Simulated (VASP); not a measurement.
The system is C.

```
C
1.0
     0.00000    1.78337    1.78337
     1.78337    0.00000    1.78337
     1.78337    1.78337    0.00000
C
2
Direct
  0.75000 0.75000 0.75000
  0.50000 0.50000 0.50000
```

This isn't the form of C at room conditions, which is graphite.

Program: VASP 6.6.1. Alike in all runs: potentials or basis VASP PAW PBE potentials, release 64 (C); no spin polarisation; cell as given; cutoff (eV) 520.

Problem. Order these runs on this cell by their pressure, lowest first.
A. level PBEsol0; k mesh 7 × 7 × 7; smearing fermi-dirac 0.05 eV; grid for exact exchange (PRECFOCK) Normal; exchange at q = 0 default; mesh quality coarse
B. level M06-L; k mesh 13 × 13 × 13; smearing fermi-dirac 0.05 eV; mesh quality not flagged
C. level revTPSS; k mesh 13 × 13 × 13; smearing fermi-dirac 0.05 eV; mesh quality not flagged
D. level PBE; k mesh 13 × 13 × 13; smearing gaussian 0.012 eV; mesh quality not flagged
E. level MS2; k mesh 13 × 13 × 13; smearing fermi-dirac 0.05 eV; mesh quality not flagged

Solution. A (-11.6 GPa), B (-7.7 GPa), E (-5.0 GPa), C (-1.6 GPa), D (2.5 GPa).

Caveats: some runs use coarse meshes; the PAW data sets were made with another functional, which shifts forces and pressure a little (some runs); an unscreened hybrid on a path of extra k points without a Coulomb cutoff has errors near the mesh points, so the bands along the path aren't reliable (some runs).
